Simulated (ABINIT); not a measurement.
Runs of ABINIT 10.8.3 (patched build) on Fe. It takes space group Im-3m (No. 229, cubic). Conventional cell: a = 2.886 Å, b = 2.886 Å, c = 2.886 Å, α = 90.00°, β = 90.00°, γ = 90.00°. Fe (site symmetry m-3m) is surrounded by 8 Fe at 2.50 Å. 

```csv
task,level,potentials or basis,k mesh,cutoff (eV),fine-grid cutoff,most SCF steps,thinning of the exchange mesh (fockdownsampling),mesh quality,gap on the mesh (eV),pressure (GPa),moment (μB)
band structure,BLYP,JTH PAW PBE v2.0,13 × 13 × 13,707,1306.15 eV,-,-,not flagged,none,(b),2.21
band structure,BP86,JTH PAW PBE v2.0,13 × 13 × 13,463,925.187 eV,-,-,not flagged,none,-,2.18
single point,LDA,JTH PAW LDA v2.0,10 × 10 × 10,463,925.187 eV,-,-,not flagged,none,-,2.15
single point,PBE0,PseudoDojo NC SR PBE v0.4.1 standard,6 × 6 × 6,1116,-,60,2 × 2 × 2,coarse,none,-,2.73
single point,PBE,JTH PAW PBE v2.0,17 × 17 × 17,463,925.187 eV,-,-,not flagged,none,-,2.27
band structure,LDA-PZ,JTH PAW LDA v2.0,13 × 13 × 13,463,925.187 eV,-,-,not flagged,none,-,2.15
single point,LDA,JTH PAW LDA v2.0,17 × 17 × 17,463,925.187 eV,-,-,not flagged,none,-,2.24
single point,HSE06,PseudoDojo NC SR PBE v0.4.1 standard,6 × 6 × 6,1116,-,60,2 × 2 × 2,coarse,none,-,2.73
single point,PBEsol,JTH PAW PBE v2.0,17 × 17 × 17,463,925.187 eV,-,-,not flagged,none,-,(a)
band structure,HCTH407,JTH PAW PBE v2.0,13 × 13 × 13,463,925.187 eV,-,-,not flagged,none,-,(c)
band structure,PBE,JTH PAW PBE v2.0,13 × 13 × 13,463,925.187 eV,-,-,not flagged,none,-,2.25
band structure,RPBE,JTH PAW PBE v2.0,13 × 13 × 13,707,1306.15 eV,-,-,not flagged,none,-4.4,2.31
```

Alike in all rows: spin collinear, ferromagnetic start; cell as given; smearing fermi-dirac 0.05 eV.

Fill in the values left out.

(a) 2.28; (b) -2.8; (c) 2.64.

Caveats: some runs use coarse meshes; the PAW data sets were made with another functional, which shifts forces and pressure a little (some runs); exact exchange is summed on a coarse mesh, which widens gaps by tenths of an eV (some runs); the potentials were made for another functional, which shifts forces and pressure (some runs); Libxc's HSE differs a little from that of other programs (some runs).

A k mesh can miss the band edges.

A gap of «none» marks a metal or a gap under the smearing width.

Not every run made on this cell is shown here.
